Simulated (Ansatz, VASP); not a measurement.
La: VASP beside Ansatz

INCAR

```
ALGO = Normal
EDIFF = 1E-7
EDIFFG = -0.005
ENCUT = 600
GGA = CA
IBRION = 2
ISIF = 3
ISMEAR = -1
LASPH = T
LCHARG = F
LREAL = F
LWAVE = F
NELM = 100
NSW = 45
PREC = Accurate
SIGMA = 0.05
```

The input KPOINTS:

```
k-points
0
Gamma
  14 14 14
```

POSCAR

```
La
1.0
   -2.0232136209      2.0232136209      2.0232136209
    2.0232136209     -2.0232136209      2.0232136209
    2.0232136209      2.0232136209     -2.0232136209
La
1
Direct
    0.0000000000      0.0000000000      0.0000000000
```

Input for Ansatz:

```yaml
crystal:
  lattice:
    - [-2.0232136209, 2.0232136209, 2.0232136209]
    - [2.0232136209, -2.0232136209, 2.0232136209]
    - [2.0232136209, 2.0232136209, -2.0232136209]
  atoms:
    - { symbol: La, position: [0.0, 0.0, 0.0] }
kpoints:
  mp_grid: { grid: [14, 14, 14] }
scf:
  occupations: { method: fermi_dirac, width: 0.05 }
hamiltonian:
  xc: lda
  pseudopotentials: { kind: all_electron, lapw: { basis_error: 0.0005 } }
output:
  forces: true
  stress: true
  eigenvalues: true
  populations: true
relax:
  f_tol: 0.005
  max_steps: 25
  cell: {}
```

Alike in both runs: task relaxation of cell and atoms; functional LDA; k mesh 14 × 14 × 14; occupations fermi-dirac, width 0.05 eV; no spin polarisation.

|  | VASP | Ansatz |
| --- | --- | --- |
| version | VASP 6.6.1 | Ansatz 0.2.0 |
| potentials or method | VASP PAW LDA potentials, release 64 (La) | all-electron LAPW, scalar-relativistic |
| plane-wave cutoff (eV) | 600 | see its input |

|  | VASP | Ansatz | Ansatz less VASP |
| --- | --- | --- | --- |
| relaxed volume (Å³/atom) | 33.07 | 33.13 | +0.060 |
| relaxed cell length with the largest relative difference (Å) | 3.502 | 3.504 | +0.0021 |

Ansatz ran all-electron here, so the differences hold the error of VASP's frozen core and of both bases.

The runs have no spin-orbit coupling, so splittings on La are missing.
